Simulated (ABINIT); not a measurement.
Runs of ABINIT 10.8.3 (patched build) on BN. The structure is hexagonal, space group P6_3/mmc (No. 194). Conventional cell: a = 2.498 Å, b = 2.498 Å, c = 6.636 Å, α = 90.00°, β = 90.00°, γ = 120.00°. N (site symmetry -6m2) is surrounded by 3 B at 1.44 Å. Around B (site symmetry -6m2) lie 3 N at 1.44 Å. 

```csv
task,level,potentials or basis,cell,k mesh,cutoff (eV),fine-grid cutoff,cell freedom (optcell),cutoff smearing ecutsm (Ha),optimiser (ionmov),force stop (Ha/bohr),mesh quality,gap on the mesh (eV),pressure (GPa)
single point,PBEsol,JTH PAW PBE v2.0,as given,5 × 5 × 2,707,1306.15 eV,-,-,-,-,coarse,(b),2.6
single point,PBEsol,JTH PAW PBE v2.0,as given,16 × 16 × 5,680,1278.94 eV,-,-,-,-,not flagged,(a),-
band structure,PBEsol,PseudoDojo NC SR PBEsol v0.4.1 standard,as given,12 × 12 × 4,1143,-,-,-,-,-,not flagged,4.21,2.6
single point,r2SCAN,JTH PAW PBE v2.0,as given,7 × 7 × 2,844,1442.2 eV,-,-,-,-,coarse,5.09,-
relaxation of cell and atoms,PBE+D3(BJ),JTH PAW PBE v2.0,relaxed,12 × 12 × 4,707,1306.15 eV,2,0.5,2,0.0002,not flagged,4.27,0.0
band structure,RPBE,JTH PAW PBE v2.0,as given,12 × 12 × 4,707,1306.15 eV,-,-,-,-,not flagged,4.39,9.3
single point,r2SCAN,JTH PAW PBE v2.0,as given,5 × 5 × 2,844,1442.2 eV,-,-,-,-,coarse,(c),-
single point,PBE,PseudoDojo NC SR PBE v0.4.1 standard,as given,9 × 9 × 3,952,-,-,-,-,-,not flagged,4.46,3.8
```

Alike in all rows: no spin polarisation; smearing fermi-dirac 0.05 eV.

Estimate the missing entries.

(a) 4.14; (b) 4.59; (c) 5.33.

Caveats: some runs use coarse meshes; the PAW data sets were made with another functional, which shifts forces and pressure a little (some runs); an odd mesh through Γ misses points on the zone boundary, where band edges often lie (some runs); this functional lacks dispersion, which binds the layers, so the pressure and a relaxed spacing across them are unreliable (some runs).

Not every run made on this cell is shown here.
